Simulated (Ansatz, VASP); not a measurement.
# Cross-check of SiC (Moissanite 3C) between VASP and Ansatz, part 2 of 4

Wanted: the spread between two codes on one cell, functional and k mesh. The cell is taken from a series of runs on this material, whose earlier steps may have relaxed, scaled, displaced or heated it; both programs get it as it stands.

VASP 6.6.1 and Ansatz 0.2.0.

So far. Step 2 (VASP: single point, r2SCAN, pair 1): The run ends at a pressure of 0.46 GPa, with forces up to 2.1e-4 eV/Å.

## 3. Ansatz: single point, r2SCAN, pair 1

Level of this step: Ansatz beside VASP: Kohn-Sham DFT, plane waves, r2SCAN (Ansatz).

Ansatz runs on its PAW soft_1 files.

The same cell, functional, mesh and smearing now go to Ansatz, which takes its cutoff from its data sets.

The input, input.yaml:

```yaml
crystal:
  lattice:
    - [-0.0050997982, 2.1725394627, 2.1820654955]
    - [2.1725394627, -0.0050997982, 2.1820654955]
    - [2.1674396645, 2.1674396645, 0.0]
  atoms:
    - { symbol: Si, position: [0.0002108681, 0.0002108681, -0.0002108681] }
    - { symbol: C, position: [0.7497891319, 0.7497891319, 0.7502108681] }
kpoints:
  mp_grid: { grid: [8, 8, 8] }
hamiltonian:
  xc: r2scan
  pseudopotentials: { kind: paw, azcp: { folder: soft_1 } }
scf:
  occupations: { method: gaussian, width: 0.01 }
  n_extra_bands: 8
output:
  eigenvalues: true
  eigenstates:
    kpoints:
      - [0.0, 0.5, 0.5]
      - [-6.493e-06, 0.502766163, 0.50275967]
      - [0.002766163, 0.499993507, 0.50275967]
      - [0.002778292, 0.502778292, 0.5]
      - [0.001951381, 0.501951381, 0.503902763]
      - [-0.001960564, 0.501960564, 0.5]
      - [0.001959958, 0.503920522, 0.501951381]
      - [-0.001969141, 0.499991424, 0.501951381]
      - [0.003920522, 0.501959958, 0.501951381]
      - [-8.576e-06, 0.498030859, 0.501951381]
      - [0.003197344, 0.503197344, 0.503186592]
      - [-1.0752e-05, 0.499989248, 0.503186592]
      - [3.254e-06, 0.503204842, 0.5]
      - [0.003204842, 0.500003254, 0.5]
      - [6.493e-06, 0.497233837, 0.49724033]
      - [-0.002766163, 0.500006493, 0.49724033]
      - [-0.002778292, 0.497221708, 0.5]
      - [-0.001951381, 0.498048619, 0.496097237]
      - [0.001960564, 0.498039436, 0.5]
      - [-0.001959958, 0.496079478, 0.498048619]
      - [0.001969141, 0.500008576, 0.498048619]
      - [-0.003920522, 0.498040042, 0.498048619]
      - [8.576e-06, 0.501969141, 0.498048619]
      - [-0.003197344, 0.496802656, 0.496813408]
      - [1.0752e-05, 0.500010752, 0.496813408]
      - [-3.254e-06, 0.496795158, 0.5]
      - [-0.003204842, 0.499996746, 0.5]
      - [-2.435e-05, 0.510373112, 0.510348762]
      - [0.010373112, 0.49997565, 0.510348762]
      - [0.010418595, 0.510418595, 0.5]
      - [0.00731768, 0.50731768, 0.51463536]
      - [-0.007352116, 0.507352116, 0.5]
      - [0.007349842, 0.514701957, 0.50731768]
      - [-0.007384277, 0.499967838, 0.50731768]
      - [0.014701957, 0.507349842, 0.50731768]
      - [-3.2162e-05, 0.492615723, 0.50731768]
      - [0.011990039, 0.511990039, 0.511949721]
      - [-4.0318e-05, 0.499959682, 0.511949721]
      - [1.2202e-05, 0.512018156, 0.5]
      - [0.012018156, 0.500012202, 0.5]
      - [2.435e-05, 0.489626888, 0.489651238]
      - [-0.010373112, 0.50002435, 0.489651238]
      - [-0.010418595, 0.489581405, 0.5]
      - [-0.00731768, 0.49268232, 0.48536464]
      - [0.007352116, 0.492647884, 0.5]
      - [-0.007349842, 0.485298043, 0.49268232]
      - [0.007384277, 0.500032162, 0.49268232]
      - [-0.014701957, 0.492650158, 0.49268232]
      - [3.2162e-05, 0.507384277, 0.49268232]
      - [-0.011990039, 0.488009961, 0.488050279]
      - [4.0318e-05, 0.500040318, 0.488050279]
      - [-1.2202e-05, 0.487981844, 0.5]
      - [-0.012018156, 0.499987798, 0.5]
      - [0.5, 0.5, 0.0]
      - [0.499993507, 0.502766163, 0.00275967]
      - [0.502766163, 0.499993507, 0.00275967]
      - [0.502778292, 0.502778292, 0.0]
      - [0.501951381, 0.501951381, 0.003902763]
      - [0.498039436, 0.501960564, 0.0]
      - [0.501959958, 0.503920522, 0.001951381]
      - [0.498030859, 0.499991424, 0.001951381]
      - [0.503920522, 0.501959958, 0.001951381]
      - [0.499991424, 0.498030859, 0.001951381]
      - [0.503197344, 0.503197344, 0.003186592]
      - [0.499989248, 0.499989248, 0.003186592]
      - [0.500003254, 0.503204842, 0.0]
      - [0.503204842, 0.500003254, 0.0]
      - [0.500006493, 0.497233837, -0.00275967]
      - [0.497233837, 0.500006493, -0.00275967]
      - [0.497221708, 0.497221708, 0.0]
      - [0.498048619, 0.498048619, -0.003902763]
      - [0.501960564, 0.498039436, 0.0]
      - [0.498040042, 0.496079478, -0.001951381]
      - [0.501969141, 0.500008576, -0.001951381]
      - [0.496079478, 0.498040042, -0.001951381]
      - [0.500008576, 0.501969141, -0.001951381]
      - [0.496802656, 0.496802656, -0.003186592]
      - [0.500010752, 0.500010752, -0.003186592]
      - [0.499996746, 0.496795158, 0.0]
      - [0.496795158, 0.499996746, 0.0]
      - [0.49997565, 0.510373112, 0.010348762]
      - [0.510373112, 0.49997565, 0.010348762]
      - [0.510418595, 0.510418595, 0.0]
      - [0.50731768, 0.50731768, 0.01463536]
      - [0.492647884, 0.507352116, 0.0]
      - [0.507349842, 0.514701957, 0.00731768]
      - [0.492615723, 0.499967838, 0.00731768]
      - [0.514701957, 0.507349842, 0.00731768]
      - [0.499967838, 0.492615723, 0.00731768]
      - [0.511990039, 0.511990039, 0.011949721]
      - [0.499959682, 0.499959682, 0.011949721]
      - [0.500012202, 0.512018156, 0.0]
      - [0.512018156, 0.500012202, 0.0]
      - [0.50002435, 0.489626888, -0.010348762]
      - [0.489626888, 0.50002435, -0.010348762]
      - [0.489581405, 0.489581405, 0.0]
      - [0.49268232, 0.49268232, -0.01463536]
      - [0.507352116, 0.492647884, 0.0]
      - [0.492650158, 0.485298043, -0.00731768]
      - [0.507384277, 0.500032162, -0.00731768]
      - [0.485298043, 0.492650158, -0.00731768]
      - [0.500032162, 0.507384277, -0.00731768]
      - [0.488009961, 0.488009961, -0.011949721]
      - [0.500040318, 0.500040318, -0.011949721]
      - [0.499987798, 0.487981844, 0.0]
      - [0.487981844, 0.499987798, 0.0]
      - [0.0, 0.0, 0.0]
      - [-6.493e-06, 0.002766163, 0.00275967]
      - [0.002766163, -6.493e-06, 0.00275967]
      - [0.002778292, 0.002778292, 0.0]
      - [0.001951381, 0.001951381, 0.003902763]
      - [-0.001960564, 0.001960564, 0.0]
      - [0.001959958, 0.003920522, 0.001951381]
      - [-0.001969141, -8.576e-06, 0.001951381]
      - [0.003920522, 0.001959958, 0.001951381]
      - [-8.576e-06, -0.001969141, 0.001951381]
      - [0.003197344, 0.003197344, 0.003186592]
      - [-1.0752e-05, -1.0752e-05, 0.003186592]
      - [3.254e-06, 0.003204842, 0.0]
      - [0.003204842, 3.254e-06, 0.0]
      - [6.493e-06, -0.002766163, -0.00275967]
      - [-0.002766163, 6.493e-06, -0.00275967]
      - [-0.002778292, -0.002778292, 0.0]
      - [-0.001951381, -0.001951381, -0.003902763]
      - [0.001960564, -0.001960564, 0.0]
      - [-0.001959958, -0.003920522, -0.001951381]
      - [0.001969141, 8.576e-06, -0.001951381]
      - [-0.003920522, -0.001959958, -0.001951381]
      - [8.576e-06, 0.001969141, -0.001951381]
      - [-0.003197344, -0.003197344, -0.003186592]
      - [1.0752e-05, 1.0752e-05, -0.003186592]
      - [-3.254e-06, -0.003204842, 0.0]
      - [-0.003204842, -3.254e-06, 0.0]
      - [-2.435e-05, 0.010373112, 0.010348762]
      - [0.010373112, -2.435e-05, 0.010348762]
      - [0.010418595, 0.010418595, 0.0]
      - [0.00731768, 0.00731768, 0.01463536]
      - [-0.007352116, 0.007352116, 0.0]
      - [0.007349842, 0.014701957, 0.00731768]
      - [-0.007384277, -3.2162e-05, 0.00731768]
      - [0.014701957, 0.007349842, 0.00731768]
      - [-3.2162e-05, -0.007384277, 0.00731768]
      - [0.011990039, 0.011990039, 0.011949721]
      - [-4.0318e-05, -4.0318e-05, 0.011949721]
      - [1.2202e-05, 0.012018156, 0.0]
      - [0.012018156, 1.2202e-05, 0.0]
      - [2.435e-05, -0.010373112, -0.010348762]
      - [-0.010373112, 2.435e-05, -0.010348762]
      - [-0.010418595, -0.010418595, 0.0]
      - [-0.00731768, -0.00731768, -0.01463536]
      - [0.007352116, -0.007352116, 0.0]
      - [-0.007349842, -0.014701957, -0.00731768]
      - [0.007384277, 3.2162e-05, -0.00731768]
      - [-0.014701957, -0.007349842, -0.00731768]
      - [3.2162e-05, 0.007384277, -0.00731768]
      - [-0.011990039, -0.011990039, -0.011949721]
      - [4.0318e-05, 4.0318e-05, -0.011949721]
      - [-1.2202e-05, -0.012018156, 0.0]
      - [-0.012018156, -1.2202e-05, 0.0]
      - [0.055363197, 0.055363197, 0.110726395]
      - [0.055356704, 0.05812936, 0.113486065]
      - [0.05812936, 0.055356704, 0.113486065]
      - [0.058141489, 0.058141489, 0.110726395]
      - [0.057314579, 0.057314579, 0.114629157]
      - [0.053402633, 0.057323761, 0.110726395]
      - [0.057323155, 0.059283719, 0.112677776]
      - [0.053394057, 0.055354621, 0.112677776]
      - [0.059283719, 0.057323155, 0.112677776]
      - [0.055354621, 0.053394057, 0.112677776]
      - [0.058560541, 0.058560541, 0.113912987]
      - [0.055352446, 0.055352446, 0.113912987]
      - [0.055366451, 0.058568039, 0.110726395]
      - [0.058568039, 0.055366451, 0.110726395]
      - [0.055369691, 0.052597034, 0.107966725]
      - [0.052597034, 0.055369691, 0.107966725]
      - [0.052584905, 0.052584905, 0.110726395]
      - [0.053411816, 0.053411816, 0.106823632]
      - [0.057323761, 0.053402633, 0.110726395]
      - [0.05340324, 0.051442675, 0.108775013]
      - [0.057332338, 0.055371774, 0.108775013]
      - [0.051442675, 0.05340324, 0.108775013]
      - [0.055371774, 0.057332338, 0.108775013]
      - [0.052165853, 0.052165853, 0.107539802]
      - [0.055373949, 0.055373949, 0.107539802]
      - [0.055359944, 0.052158356, 0.110726395]
      - [0.052158356, 0.055359944, 0.110726395]
      - [0.055338848, 0.065736309, 0.121075157]
      - [0.065736309, 0.055338848, 0.121075157]
      - [0.065781793, 0.065781793, 0.110726395]
      - [0.062680877, 0.062680877, 0.125361754]
      - [0.048011082, 0.062715313, 0.110726395]
      - [0.062713039, 0.070065154, 0.118044074]
      - [0.04797892, 0.055331036, 0.118044074]
      - [0.070065154, 0.062713039, 0.118044074]
      - [0.055331036, 0.04797892, 0.118044074]
      - [0.067353237, 0.067353237, 0.122676116]
      - [0.055322879, 0.055322879, 0.122676116]
      - [0.055375399, 0.067381353, 0.110726395]
      - [0.067381353, 0.055375399, 0.110726395]
      - [0.055387547, 0.044990085, 0.100377633]
      - [0.044990085, 0.055387547, 0.100377633]
      - [0.044944602, 0.044944602, 0.110726395]
      - [0.048045517, 0.048045517, 0.096091035]
      - [0.062715313, 0.048011082, 0.110726395]
      - [0.048013356, 0.04066124, 0.103408715]
      - [0.062747475, 0.055395359, 0.103408715]
      - [0.04066124, 0.048013356, 0.103408715]
      - [0.055395359, 0.062747475, 0.103408715]
      - [0.043373158, 0.043373158, 0.098776673]
      - [0.055403516, 0.055403516, 0.098776673]
      - [0.055350996, 0.043345041, 0.110726395]
      - [0.043345041, 0.055350996, 0.110726395]
checkpoint:
  read: start.run
  write: ck
  compress: false
  write_wavefunctions: false
  write_every: 100000
```

Run with:

```console
$ ansatz run input.yaml --threads 4 --pin off --max-ram 9216MiB --backend cpu --events-out ev --progress --plain --runs-dir out
```

Numbers of over 12 decimals in the logs are rounded to 6 here.

The log of the run:

```text
scf.n_extra_bands = 8 over 4 filled bands (N_el = 8.0): the run solves 12 bands
Engine: ansatz 0.2.0, x86_64-unknown-linux-gnu
Pseudopotentials: kind: paw
Pseudopotential: Si, paw, valence charge 4, recommended cutoff 500 eV (meta_gga), soft_1/Si.paw.azcp
Pseudopotential: C, paw, valence charge 4, recommended cutoff 500 eV (meta_gga), soft_1/C.paw.azcp
Functional definition: r2SCAN
  parameter k0 = 0.174
  parameter k1 = 0.065
  parameter a1 = 4.9479
  exchange = r2scan_x(k0 = k0, k1 = k1, a1 = a1)
  correlation = r2scan_c
Crystal: 2 atoms, lattice volume = 20.598 Å³
Basis set: ecut = 500 eV, 531 PW (Γ), exchange–correlation on 96×96×96 points (64 copies of the dense FFT grid, shifted against one another)
Bands: 12, of which v1, the nominal top of the filled ones, is band 4 counted from 1 (3 counted from 0)
Symmetry: 4 space group operations
Space group: Imm2 (ITA 44), of the structure as read, at distance tolerance 2.7e-5 Å
k-points: 95 of 512 (time reversal used)
Non-local potential: Si, projectors of the file, l = 0: 2, l = 1: 2, l = 2: 1
Non-local potential: C, projectors of the file, l = 0: 2, l = 1: 2, l = 2: 1
PAW form: soft (Blöchl's): semilocal exchange-correlation on the pseudo side does not see the compensation charge
PAW frozen core: Si, regenerated for the run's functional (the file was generated under x = pbe(κ = 0.804, μ = 0.219515), c = pbe(β = 0.066725))
PAW frozen core: C, regenerated for the run's functional (the file was generated under x = pbe(κ = 0.804, μ = 0.219515), c = pbe(β = 0.066725))
PAW one-centre angular grid: Si, 302 points (default); XC on 160 Gauss nodes
PAW one-centre angular grid: C, 302 points (default); XC on 219 of its mesh's 2255 points in the sphere
Initial density: read from a saved state, or passed on in memory by an earlier SCF of this step, an earlier step, the calling program or the single point that the run made first
Initial wavefunctions: pseudopotential atomic-orbital guess
Functional: x = r2scan, c = r2scan; τ floored in thin density (d = 2e-4 eV/Å³)
iter 1 solved again at ethr=3.64e-8 eV; its pass at ethr=3.10e-3 eV (dr2=2.91e-6 eV) is discarded
SCF iter   1: F=—  HF=-891.328547 eV  |F-HF|=—  |Δ(HF+E_count)|=         —  Δρ=1.05e-7  dr2=1.03e-12  dr2_τ=1.27e-13  ethr=3.64e-8  ⟨swp⟩=3.1  Hψ=12072  notcnv=0
eigensolver tolerance schedule: the retry pair's looser diagonalisation over-reported the residual by 2840299.38 of it (diagonalisation noise at an unbounded share of the residual, at the tolerance the schedule requests for it); recorded, not acted on — ethr = c·dr2/N_el stays at c = 1.0e-1
preconditioner: auto → none  [insulator: Δε(μ)=1.660 eV  Ē_g=19.988 eV  σ=0.010 eV  W_gap=1.00  n_scr=0 (ndim 8)  ℏωp=23.1 eV  f_vac=0.000  D(μ)=0.00/eV (n_scr^D=0)  ε∞_Penn≈2.3]
SCF iter   2: F=-891.328547 eV  HF=-891.328547 eV  |F-HF|=2.27e-13  |Δ(HF+E_count)|=  8.80e-10  Δρ=6.30e-8  dr2=5.75e-13  dr2_τ=6.59e-14  ethr=1.00e-12  ⟨swp⟩=4.2  Hψ=3452  notcnv=0
SCF 1 converged in 2 iterations: F = -891.328547 eV  dr2 = 5.75e-13
  greatest PAW one-centre occupation: 0.659 electrons in one spin orbital (limit 2), on the C atom at site 1 (counted from 0), in its partial waves of l = 0
NSCF: frozen V_eff on 212 k-points
SCF converged after 2 iterations
Free energy (F): -891.328547 eV
Harris-Foulkes:  -891.328547 eV  (|F-HF|=2.27e-13)
Internal energy: -891.328547 eV  (E = F + TS)
E sigma→0 (E₀):  -891.328547 eV
Fermi energy:    10.286438 eV
--- Per-component energies (eV) ---
  E_band       = 25.821699
  E_kinetic    = 133.995385
  E_local      = -94.757992  (includes V_loc(G=0)·N_el)
  E_nonlocal   = 44.007854
  E_hartree    = 32.208266
  E_xc         = -101.520512
  E_vxc        = -117.913907  (∫ρ·V_xc dr)
  E_paw        = -619.944807  (= ΣΔE_a)
  E_vpaw       = -9.404569  (= ΣTr[D̂ρ^β])
  E_aug_tail   = 0.000015  (compensation charges beyond the density's cutoff)
  E_vtau       = 5.478389  (kinetic-family band-sum trace: ∫τ·v_τ [+ j·A + Jᵃ·Aᵃ] dr)
  E_ewald      = -285.215549
  E_core_change = -0.101207  (= ΣΔE_core)
  E_smearing   = -0.000000  (= −TS)
  E_closure    = -0.000000  (closes the sum)
  Σ components = -891.328547   (vs F -891.328547, Δ=0.00e0)
--- Band table (eV; the first three rows and the last of 95) ---
  k-point 0: bands = [-6.7997, 9.4014, 9.4095, 9.4562, 16.2589, 17.2428, 17.3143, 17.3491, ... 4 higher]
  k-point 1: bands = [-6.4821, 7.8950, 9.2014, 9.2029, 16.4612, 17.6249, 17.6895, 17.9793, ... 4 higher]
  k-point 2: bands = [-5.5554, 4.9606, 8.7637, 8.7814, 15.9701, 17.9062, 17.9116, 19.6281, ... 4 higher]
  k-point 94: bands = [-1.7144, 1.3133, 6.0645, 6.1502, 11.1571, 14.3145, 24.5710, 24.5854, ... 4 higher]
```

## 4. Differences

Known differences besides the potentials themselves: VASP keeps PBE cores, Ansatz makes them for the functional; the cutoff is 500 eV in Ansatz and 580 eV in VASP. Total energies have different zeros and are not compared.

Both answers:

```
              quantity  Ansatz   VASP  difference
gap on the k mesh (eV)   1.660  1.674      -0.014
```

A gap on the mesh is an upper bound, since the band edges may lie between its points.

## 5. VASP: single point, r2SCAN, pair 2

A single point takes one fixed geometry, so differences don't come from the geometry; what else differs is listed under the comparison. The cell compared in this pair holds 20.75 Å³, against 20.60 Å³ for the pair before.

The input, INCAR:

```
SYSTEM = SiC
PREC = Accurate
ENCUT = 580
EDIFF = 1E-06
NELM = 120
ISMEAR = 0
SIGMA = 0.01
LREAL = .FALSE.
ALGO = Normal
METAGGA = R2SCAN
LASPH = .TRUE.
NBANDS = 10
LORBIT = 11
LWAVE = .FALSE.
LCHARG = .FALSE.
ISIF = 2
GGA_COMPAT = .FALSE.
EFERMI = MIDGAP
LMIXTAU = .TRUE.
```

The input, POSCAR:

```
SiC
1.0
    0.0050997982      2.1841231795      2.1745971467
    2.1841231795      0.0050997982      2.1745971467
    2.1892229777      2.1892229777      0.0000000000
Si C
1 1
Direct
    0.9997957585      0.9997957585      0.0002042415
    0.7502042415      0.7502042415      0.7497957585
```

The input, KPOINTS:

```
Automatic mesh
0
Gamma
8 8 8
0 0 0
```

PAW data sets: Si and C (PBE family, release 64).

Run with:

```console
$ mpirun -np 1 vasp_std
```

The log of the run:

```text
[banner, memory and clock lines left out]
running    1 mpi-ranks, on    1 nodes
[...]
[... a notice as in an earlier step ...]

 LDA part: xc-table for (None), standard interpolation
 POSCAR, INCAR and KPOINTS ok, starting setup
[...]
entering main loop
       N       E                     dE             d eps       ncg     rms          rms(c)
DAV:   1     0.737392616042E+00    0.73739E+00   -0.44735E+03  1972   0.771E+02
DAV:   2    -0.216428813427E+02   -0.22380E+02   -0.20884E+02  2460   0.120E+02
DAV:   3    -0.223166661839E+02   -0.67378E+00   -0.67244E+00  2274   0.183E+01
DAV:   4    -0.223194410390E+02   -0.27749E-02   -0.27746E-02  2176   0.142E+00
[...]
DAV:  15    -0.193264162283E+02    0.20630E-05   -0.45728E-06  2490   0.196E-02    0.580E-03
DAV:  16    -0.193264194977E+02   -0.32693E-05   -0.20029E-06  1806   0.114E-02    0.430E-03
DAV:  17    -0.193264191848E+02    0.31288E-06   -0.36154E-07   992   0.505E-03
   1 F= -.19326419E+02 E0= -.19326419E+02  d E =0.000000E+00
```

From OUTCAR (step 5):

```text
  Total       -0.2035467     -0.2035467     -0.0468604     -0.1569184      0.0000000      0.0000000
  in kB      -15.7186028    -15.7186028     -3.6187302    -12.1177957      0.0000000      0.0000000
  external PRESSURE =     -11.6853119 kB  Pullay stress =       0.0000000 kB

 POSITION                                       TOTAL-FORCE (eV/Angst)
 -----------------------------------------------------------------------------------
      2.18922      2.18922      4.34831        -0.000000     -0.000000      0.000244
      3.28383      3.28383      3.26278         0.000000      0.000000     -0.000244
 -----------------------------------------------------------------------------------
    total drift:                               -0.000000     -0.000000     -0.000020

  FREE ENERGIE OF THE ION-ELECTRON SYSTEM (eV)
  ---------------------------------------------------
  free  energy   TOTEN  =       -19.3264191848 eV

  energy  without entropy=      -19.3264191848  energy(sigma->0) =      -19.32641918

[... 1 part as in an earlier step ...]

[... 2 further parts left out ...]
[key lines of the parts left out:]
E-fermi :   8.8121
```

The run ends at a pressure of -1.17 GPa, with forces up to 2.4e-4 eV/Å.

(Continued in part 3 of 4.)

[Lines on the potential files, build, host, timing and source positions are cut from VASP's logs without a mark.]

[Logs are printed without paths, hosts, clocks, repeated set-up lines and the standing remarks that a program may print on its own settings, such as how far it seeks lower states.]

[Hosts, paths, dates, database ids (printed as entryN), source tags and the programs' standing remarks are cut or masked in the printed files.]
